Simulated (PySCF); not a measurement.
# As (R-3m) in PySCF: notebook

The runs below take As through density of states, with PBE.

Program: PySCF 2.14.0. These are calculated values, not measurements. Logs are shortened: lines on timing, memory, paths and dates and some standing lists are left out, and cuts for length are marked.

## 1. The structure

The structure is trigonal, space group R-3m (No. 166). The conventional cell has a = 3.492 Å, b = 3.492 Å, c = 9.786 Å, α = 90.00°, β = 90.00°, γ = 120.00°. Around As (site symmetry 3m) lie 3 As at 2.33 Å.

## 2. Density of states, PBE

run.py reads:

```python
import json
import numpy as np
from pyscf.pbc import gto, scf, dft, df
from pyscf.pbc.tools import pyscf_ase
from ase.io import read

atoms = read('As.xyz')
cell = pyscf_ase.cell_from_ase(atoms)
cell.basis = 'DZVP-MOLOPT-SR-GTH-q5'
cell.pseudo = 'GTH-PBE-q5'
cell.ke_cutoff = 50  # hartree
cell.exp_to_discard = 0.02
cell.precision = 1e-08
cell.max_memory = 5880  # MB
cell.verbose = 4
cell.build()

res = {}
kpts = cell.make_kpts([7, 7, 7])
mf = dft.KRKS(cell, kpts, xc='pbe')
mf = mf.multigrid_numint()
mf = mf.smearing(sigma=0.00183747, method='fermi')  # hartree
mf.conv_tol = 1e-07
mf.max_cycle = 60

atoms.calc = pyscf_ase.PySCF(method=mf)
print('ASE energy = %.8f eV' % atoms.get_potential_energy())
mf = atoms.calc.method_scan
res.update(converged=bool(mf.converged), e_tot=mf.e_tot, nelec=cell.nelectron, nao=cell.nao, mesh=list(map(int, cell.mesh)), a=cell.lattice_vectors().tolist(), coords=cell.atom_coords().tolist(),
           mo_energy=[np.real(x).tolist() for x in mf.mo_energy], mo_occ=[np.real(x).tolist() for x in mf.mo_occ])
res.update(e_free=mf.e_free, e_zero=mf.e_zero)
res.update(kpts=cell.get_scaled_kpts(kpts).tolist())
res['parts'] = {k: float(np.real(v)) for k, v in mf.scf_summary.items() if np.isscalar(v)}
json.dump(res, open('results.json', 'w'))
if not mf.converged:
    raise SystemExit('SCF not converged')

print('levels (eV)')
for i, kp in enumerate(res['kpts'][:40]):
    print('k %7.4f %7.4f %7.4f  ' % tuple(kp), ' '.join('%.3f' % (x * 27.211386) for x in res['mo_energy'][i][:10]))

# Mulliken populations
dm, s = np.asarray(mf.make_rdm1()), np.asarray(mf.get_ovlp())
sites = cell.aoslice_by_atom()[:, 2:]
tot = np.einsum('kij,kji->i', dm, s).real / len(kpts)
res['mulliken'] = [cell.atom_charge(i) - tot[a0:a1].sum() for i, (a0, a1) in enumerate(sites)]
print('Mulliken charges', np.round(res['mulliken'], 5))

# density of states, Gaussians of 0.15 eV
e = np.asarray(mf.mo_energy).real.reshape(1, -1) * 27.211386
ef = mf.get_fermi()
ef = np.max(ef) * 27.211386
x = np.arange(-15, 10.01, 0.1) + round(ef, 1)
dos = np.exp(-((x[:, None, None] - e) / 0.15) ** 2 / 2).sum(-1).T / (0.15 * np.sqrt(2 * np.pi) * len(kpts)) * 2
res.update(dos_e=x.tolist(), dos=dos.tolist())
for a, b in zip(x[::5], dos.T[::5]):
    print('%8.2f' % a, ' '.join('%9.4f' % y for y in b))
res['done'] = True
json.dump(res, open('results.json', 'w'))
```

As.xyz reads:

```xyz
2
Lattice="1.7459771767 1.0080403929 3.2621661829 -1.7459771767 1.0080403929 3.2621661829 0.0000000000 -2.0160807859 3.2621661829" Properties=species:S:1:pos:R:3 pbc="T T T"
As     0.0000000000      0.0000000000      2.2117486720
As     0.0000000000     -0.0000000001      7.5747498767
```

Potentials or basis: DZVP-MOLOPT-SR/GTH-PBE (potentials made for PBE).

Started as:

```console
OMP_NUM_THREADS=4 python -u run.py > log
```

What it wrote:

```text
Discarded 0 diffused primitive functions, 0 contracted functions

PySCF version 2.14.0

[INPUT] verbose = 4
[INPUT] num. atoms = 2
[INPUT] num. electrons = 10
[INPUT] charge = 0
[INPUT] spin (= nelec alpha-beta = 2S) = 0
[INPUT] symmetry False subgroup None
[INPUT] Mole.unit = angstrom
[INPUT] Symbol           X                Y                Z      unit          X                Y                Z       unit  Magmom
[INPUT]  1 As     0.000000000000   0.000000000000   2.211748672000 AA    0.000000000000   0.000000000000   4.179599246450 Bohr   0.0
[INPUT]  2 As     0.000000000000  -0.000000000100   7.574749876700 AA    0.000000000000  -0.000000000189  14.314202729046 Bohr   0.0

nuclear repulsion = -14.3234916358157
number of shells = 6
number of NR pGTOs = 72
number of NR cGTOs = 26
basis = DZVP-MOLOPT-SR-GTH-q5
ecp = {}
lattice vectors  a1 [3.299418684, 1.904920265, 6.164600658]
                 a2 [-3.299418684, 1.904920265, 6.164600658]
                 a3 [0.000000000, -3.809840530, 6.164600658]
dimension = 3
low_dim_ft_type = None
Cell volume = 232.472
exp_to_discard = 0.02
rcut = 24.62167193903601 (nimgs = [5 5 5])
precision = 1e-08
pseudo = GTH-PBE-q5
ke_cutoff = 50
    = [25 25 25] mesh (15625 PWs)
Create scanner for <class 'pyscf.pbc.scf.smearing.SmearingKRKS'>
Set new lattice vectors
[[ 1.74597718  1.00804039  3.26216618]
 [-1.74597718  1.00804039  3.26216618]
 [ 0.         -2.01608079  3.26216618]]
New geometry
   1 As     0.000000000000   0.000000000000   2.211748672000 AA    0.000000000000   0.000000000000   4.179599246450 Bohr
   2 As     0.000000000000  -0.000000000100   7.574749876700 AA    0.000000000000  -0.000000000189  14.314202729046 Bohr
Discarded 0 diffused primitive functions, 0 contracted functions

******** <class 'pyscf.scf.hf.SmearingKRKS_Scanner'> ********
method = SmearingKRKS_Scanner
initial guess = minao
damping factor = 0
level_shift factor = 0
DIIS = <class 'pyscf.scf.diis.CDIIS'>
diis_start_cycle = 1
diis_space = 8
diis_damp = 0
SCF conv_tol = 1e-07
SCF conv_tol_grad = None
SCF max_cycles = 60
direct_scf = True
direct_scf_tol = 1e-13

******** PBC SCF flags ********
N kpts = 343
Exchange divergence treatment (exxdiv) = ewald
    madelung (= occupied orbital energy shift) = 0.06690754024817834
    Total energy shift due to Ewald probe charge = -1/2 * Nelec*madelung = -0.334537701241
Smearing method = fermi
DF object = <pyscf.pbc.df.fft.FFTDF object>
XC functionals = pbe
small_rho_cutoff = 0
Uniform grid, mesh = [25 25 25]
Set gradient conv threshold to 0.000316228
nelec by numeric integration = 10.000000000000002
init E= -12.7483608089192
    sigma = 0.00183747  Optimized mu = 0.411124150376  entropy = 0.0923605501534
nelec by numeric integration = 10.000000000000016
    Total E(T) = -12.586813209091  Free energy = -12.5869829188311  E0 = -12.5868980639611
cycle= 1 E= -12.586813209091  delta_E= 0.162  |g|= 0.595  |ddm|= 46.6
    sigma = 0.00183747  Optimized mu = 0.408994835411  entropy = 0.0804640359078
nelec by numeric integration = 10.000000000000014
    Total E(T) = -12.5871583907585  Free energy = -12.5873062410105  E0 = -12.5872323158845
cycle= 2 E= -12.5871583907585  delta_E= -0.000345  |g|= 0.458  |ddm|= 7.04
    sigma = 0.00183747  Optimized mu = 0.409435281958  entropy = 0.0929331056368
nelec by numeric integration = 10.000000000000014
    Total E(T) = -12.5876177870211  Free energy = -12.5877885488147  E0 = -12.5877031679179
cycle= 3 E= -12.5876177870211  delta_E= -0.000459  |g|= 0.00615  |ddm|= 2.47
    sigma = 0.00183747  Optimized mu = 0.409546867255  entropy = 0.0927302914633
nelec by numeric integration = 10.000000000000012
    Total E(T) = -12.587618273153  Free energy = -12.5877886622816  E0 = -12.5877034677173
cycle= 4 E= -12.587618273153  delta_E= -4.86e-07  |g|= 0.000733  |ddm|= 0.0747
    sigma = 0.00183747  Optimized mu = 0.409539301233  entropy = 0.0927541587309
nelec by numeric integration = 10.000000000000009
    Total E(T) = -12.5876182307195  Free energy = -12.5877886637035  E0 = -12.5877034472115
cycle= 5 E= -12.5876182307195  delta_E= 4.24e-08  |g|= 1.38e-05  |ddm|= 0.00655
    sigma = 0.00183747  Optimized mu = 0.409539399437  entropy = 0.0927535919748
nelec by numeric integration = 10.000000000000012
    Total E(T) = -12.5876182317612  Free energy = -12.5877886637038  E0 = -12.5877034477325
Extra cycle  E= -12.5876182317612  delta_E= -1.04e-09  |g|= 8.68e-06  |ddm|= 0.000155
converged SCF energy = -12.5876182317612
ASE energy = -342.52653878 eV
levels (eV)
k  0.0000  0.0000  0.0000   -6.357 6.299 7.836 8.465 8.465 12.597 14.243 14.243 18.142 18.142
k -0.0000 -0.0000  0.1429   -6.076 4.641 7.612 8.162 8.790 13.127 14.056 14.101 16.976 17.717
k -0.0000 -0.0000  0.2857   -5.078 1.796 7.341 7.643 9.643 12.197 12.606 13.044 18.260 18.958
k -0.0000 -0.0000  0.4286   -3.515 -0.852 7.320 7.419 10.334 11.119 11.206 12.292 19.911 22.317
k -0.0000 -0.0000  0.5714   -3.515 -0.852 7.320 7.419 10.334 11.119 11.206 12.292 19.911 22.317
k -0.0000 -0.0000  0.7143   -5.078 1.796 7.341 7.643 9.643 12.197 12.606 13.044 18.260 18.958
[... 32 lines left out ...]
k  0.0000  0.7143  0.4286   -2.284 -0.849 3.447 6.297 7.077 14.241 14.990 16.728 17.879 21.221
k -0.0000  0.7143  0.5714   -3.765 1.110 4.265 5.841 7.024 13.384 15.931 16.823 17.230 22.861
Mulliken charges [-0.  0.]
   -3.90    0.6912
   -3.40    0.3936
   -2.90    0.7459
   -2.40    0.4028
   -1.90    0.1913
   -1.40    0.2020
[... 43 lines left out ...]
   20.60    0.6406
   21.10    0.9815
```

Wall time 29 s (4 threads of Intel Xeon 6975P-C (Granite Rapids), shared host); peak memory 2.3 GiB.

Results:

```
Free energy            : -342.5312 eV
Band gap on the k mesh : none (metal or under the smearing width)
```

States per cell in windows of 1 eV (zero at the Fermi level; states under -8 eV left out):
| from (eV) | total |
| --- | --- |
| -8.0 | 0.66 |
| -7.0 | 0.82 |
| -6.0 | 0.88 |
| -5.0 | 1.09 |
| -4.0 | 0.95 |
| -3.0 | 0.76 |
| -2.0 | 0.59 |
| -1.0 | 0.27 |
| 0.0 | 0.57 |
| 1.0 | 1.48 |
| 2.0 | 1.02 |
| 3.0 | 1.03 |
| 4.0 | 0.79 |
| 5.0 | 0.70 |
| 6.0 | 1.26 |
| 7.0 | 0.84 |

Caveat: the basis of atomic orbitals isn't converged, which shifts pressures, moduli and gaps.

## 3. Density of states, PBE

This run uses another cell than the first one, of 18.52 Å³/atom, 1.075 times its volume.

run.py is that of step 2.

As.xyz reads:

```xyz
2
Lattice="1.7885786832 1.0326363842 3.3417624090 -1.7885786832 1.0326363842 3.3417624090 0.0000000000 -2.0652727685 3.3417624090" Properties=species:S:1:pos:R:3 pbc="T T T"
As     0.0000000000      0.0000000000      2.2657149133
As     0.0000000000     -0.0000000001      7.7595723137
```

Potentials or basis: DZVP-MOLOPT-SR/GTH-PBE (potentials made for PBE).

Started as:

```console
OMP_NUM_THREADS=4 python -u run.py > log
```

What it wrote:

```text
Discarded 0 diffused primitive functions, 0 contracted functions

PySCF version 2.14.0

[INPUT] verbose = 4
[INPUT] num. atoms = 2
[INPUT] num. electrons = 10
[INPUT] charge = 0
[INPUT] spin (= nelec alpha-beta = 2S) = 0
[INPUT] symmetry False subgroup None
[INPUT] Mole.unit = angstrom
[INPUT] Symbol           X                Y                Z      unit          X                Y                Z       unit  Magmom
[INPUT]  1 As     0.000000000000   0.000000000000   2.265714913300 AA    0.000000000000   0.000000000000   4.281580662480 Bohr   0.0
[INPUT]  2 As     0.000000000000  -0.000000000100   7.759572313700 AA    0.000000000000  -0.000000000189  14.663466516651 Bohr   0.0

nuclear repulsion = -13.9823255867043
number of shells = 6
number of NR pGTOs = 72
number of NR cGTOs = 26
basis = DZVP-MOLOPT-SR-GTH-q5
ecp = {}
lattice vectors  a1 [3.379923863, 1.951399952, 6.315015726]
                 a2 [-3.379923863, 1.951399952, 6.315015726]
                 a3 [0.000000000, -3.902799905, 6.315015726]
dimension = 3
low_dim_ft_type = None
Cell volume = 249.907
exp_to_discard = 0.02
rcut = 24.62167193903601 (nimgs = [5 5 5])
precision = 1e-08
pseudo = GTH-PBE-q5
ke_cutoff = 50
    = [25 25 25] mesh (15625 PWs)
Create scanner for <class 'pyscf.pbc.scf.smearing.SmearingKRKS'>
Set new lattice vectors
[[ 1.78857868  1.03263638  3.34176241]
 [-1.78857868  1.03263638  3.34176241]
[... 25 lines left out ...]
    Total energy shift due to Ewald probe charge = -1/2 * Nelec*madelung = -0.326569469142
Smearing method = fermi
DF object = <pyscf.pbc.df.fft.FFTDF object>
XC functionals = pbe
small_rho_cutoff = 0
Uniform grid, mesh = [25 25 25]
Set gradient conv threshold to 0.000316228
nelec by numeric integration = 9.99999999999999
init E= -12.6873124075365
    sigma = 0.00183747  Optimized mu = 0.369130980348  entropy = 0.063909201324
nelec by numeric integration = 10.0
    Total E(T) = -12.6033509353851  Free energy = -12.6034683666253  E0 = -12.6034096510052
cycle= 1 E= -12.6033509353851  delta_E= 0.084  |g|= 0.596  |ddm|= 45.6
    sigma = 0.00183747  Optimized mu = 0.364713149915  entropy = 0.0506475726965
nelec by numeric integration = 10.0
    Total E(T) = -12.6037255485952  Free energy = -12.6038186119906  E0 = -12.6037720802929
cycle= 2 E= -12.6037255485952  delta_E= -0.000375  |g|= 0.443  |ddm|= 4.65
    sigma = 0.00183747  Optimized mu = 0.365944966698  entropy = 0.0543689966883
nelec by numeric integration = 9.999999999999996
    Total E(T) = -12.6041766276323  Free energy = -12.6042765290326  E0 = -12.6042265783324
cycle= 3 E= -12.6041766276323  delta_E= -0.000451  |g|= 0.0143  |ddm|= 2.06
    sigma = 0.00183747  Optimized mu = 0.366092148357  entropy = 0.0543806655082
nelec by numeric integration = 9.999999999999998
    Total E(T) = -12.6041771551275  Free energy = -12.604277077969  E0 = -12.6042271165483
cycle= 4 E= -12.6041771551275  delta_E= -5.27e-07  |g|= 0.000339  |ddm|= 0.0839
    sigma = 0.00183747  Optimized mu = 0.366085594906  entropy = 0.0543776473217
nelec by numeric integration = 10.0
    Total E(T) = -12.6041771609982  Free energy = -12.6042770782938  E0 = -12.604227119646
cycle= 5 E= -12.6041771609982  delta_E= -5.87e-09  |g|= 1.45e-05  |ddm|= 0.00229
    sigma = 0.00183747  Optimized mu = 0.36608567614  entropy = 0.0543776406079
nelec by numeric integration = 10.0
    Total E(T) = -12.6041771610112  Free energy = -12.6042770782945  E0 = -12.6042271196528
Extra cycle  E= -12.6041771610112  delta_E= -1.3e-11  |g|= 4.53e-06  |ddm|= 0.000117
converged SCF energy = -12.6041771610112
ASE energy = -342.97713019 eV
levels (eV)
k  0.0000  0.0000  0.0000   -6.708 4.765 6.972 7.487 7.487 11.444 13.006 13.006 17.041 17.041
k  0.0000  0.0000  0.1429   -6.434 3.408 6.756 7.217 7.692 11.902 12.770 12.802 16.001 16.719
k  0.0000  0.0000  0.2857   -5.502 0.873 6.482 6.747 8.472 10.976 11.520 11.906 17.316 17.643
k  0.0000  0.0000  0.4286   -4.052 -1.546 6.450 6.537 9.175 9.984 10.154 11.226 18.844 20.837
k  0.0000  0.0000  0.5714   -4.052 -1.546 6.450 6.537 9.175 9.984 10.154 11.226 18.844 20.837
k  0.0000  0.0000  0.7143   -5.502 0.873 6.482 6.747 8.472 10.976 11.520 11.906 17.316 17.643
[... 32 lines left out ...]
k -0.0000  0.7143  0.4286   -2.941 -1.600 2.889 5.512 6.212 12.975 13.561 15.616 16.377 19.883
k -0.0000  0.7143  0.5714   -4.297 0.177 3.618 5.096 6.171 12.397 14.516 15.281 15.890 21.542
Mulliken charges [ 0. -0.]
   -5.10    0.4697
   -4.60    0.7159
   -4.10    0.5047
   -3.60    0.6433
   -3.10    0.5794
   -2.60    0.1967
[... 43 lines left out ...]
   19.40    0.7095
   19.90    0.9809
```

Run time: 29 s. Hardware: 4 threads of Intel Xeon 6975P-C (Granite Rapids), shared host; peak memory 2.3 GiB.

What came out:

- Free energy: -342.9799 eV

States per cell in windows of 1 eV (zero at the Fermi level; states under -8 eV left out):
```
from (eV)  total
     -8.0   0.42
     -7.0   0.71
     -6.0   0.88
     -5.0   1.18
     -4.0   1.13
     -3.0   0.85
     -2.0   0.67
     -1.0   0.29
      0.0   0.51
      1.0   1.55
      2.0   1.08
      3.0   1.06
      4.0   0.82
      5.0   0.66
      6.0   1.24
      7.0   0.92
```

Caveat: this structure is a semimetal, and a gap seen between mesh points isn't a property of it; the basis of atomic orbitals isn't converged, which shifts pressures, moduli and gaps.

## 4. Density of states, PBE

This run uses another cell than the first one, of 19.81 Å³/atom, 1.150 times its volume.

run.py is that of step 3.

As.xyz reads:

```xyz
2
Lattice="1.8292420481 1.0561133888 3.4177374305 -1.8292420481 1.0561133888 3.4177374305 0.0000000000 -2.1122267777 3.4177374305" Properties=species:S:1:pos:R:3 pbc="T T T"
As     0.0000000000      0.0000000000      2.3172259779
As     0.0000000000     -0.0000000001      7.9359863136
```

Started as:

```console
OMP_NUM_THREADS=4 python -u run.py > log
```

It took 34 s on 4 threads of Intel Xeon 6975P-C (Granite Rapids), shared host; peak memory 2.9 GiB.

The run converged. Its results:

- Free energy: -343.2570 eV

Levels at points of the mesh, in eV from the Fermi level:
| k point | band 3 | band 4 | band 5 | band 6 | band 7 | band 8 |
| --- | --- | --- | --- | --- | --- | --- |
| (0.00, 0.00, 0.00) | -2.71 | -2.29 | -2.29 | 1.51 | 2.98 | 2.98 |

States per cell in windows of 1 eV (zero at the Fermi level; states under -8 eV left out):
```
from (eV)  total
     -8.0   0.08
     -7.0   0.77
     -6.0   0.85
     -5.0   1.15
     -4.0   1.25
     -3.0   1.00
     -2.0   0.74
     -1.0   0.31
      0.0   0.54
      1.0   1.61
      2.0   1.07
      3.0   1.13
      4.0   0.84
      5.0   0.57
      6.0   1.16
      7.0   1.06
```

Caveat: this structure is a semimetal, and a gap seen between mesh points isn't a property of it; the basis of atomic orbitals isn't converged, which shifts pressures, moduli and gaps.

[end of part 1 of 2]
